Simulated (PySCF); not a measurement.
One molecule, one basis, several functionals.

Compound: propanal, C3H6O.
Numbering: `[CH3:1][CH2:2][CH:3]=[O:4]` (hydrogens: H5, H6, H7 on C1; H8, H9 on C2; H10 on C3)

Torsions of this conformer, `[CH3:1][CH2:2][CH:3]=[O:4]`: C1–C2–C3–O4 -1°.

PySCF, def2-SVPD basis, density fitting, gas phase, PBE0-D3(BJ)/def2-SVP geometry; singlet excitations by full TDDFT with frozen cores, triplets by Tamm–Dancoff TDDFT and ionisation energies by ΔSCF, from the lowest of the holes tried. One functional is left out:

| functional | exact exchange (%) | HOMO energy (eV) | LUMO energy (eV) | lowest singlet excitation (eV) | lowest triplet excitation (eV) | dipole moment (D) | mean polarisability (au) | vertical ionisation energy (eV) |
| --- | --- | --- | --- | --- | --- | --- | --- | --- |
| LDA | 0 | -6.04 | -2.16 | 4.16 | 3.62 | 2.778 | 44.0 | 9.96 |
| PBE | 0 | -5.92 | -1.92 | 4.24 | 3.62 | 2.681 | 43.4 | 9.78 |
| B3LYP | 20 | -7.30 | -1.01 | 4.37 | 3.77 | 2.800 | 42.0 | 10.04 |
| BHandHLYP | 50 | -9.10 | 0.57 | 4.57 | 3.96 | 2.942 | 40.3 | 9.95 |

Problem. Predict the row of PBE0 (25 % exact exchange) by straight lines through the other rows, and check it.

Solution. 
```csv
property,line,computed,computed − line,"B3LYP (20 %), for comparison"
HOMO energy (eV),-7.56,-7.51,+0.05,-7.30
LUMO energy (eV),-0.74,-0.70,+0.04,-1.01
lowest singlet excitation (eV),4.39,4.39,0.00,4.37
lowest triplet excitation (eV),3.79,3.74,-0.05,3.77
dipole moment (D),2.832,2.803,-0.029,2.800
mean polarisability (au),41.9,41.5,-0.4,42.0
vertical ionisation energy (eV),9.95,9.95,0.00,10.04
```
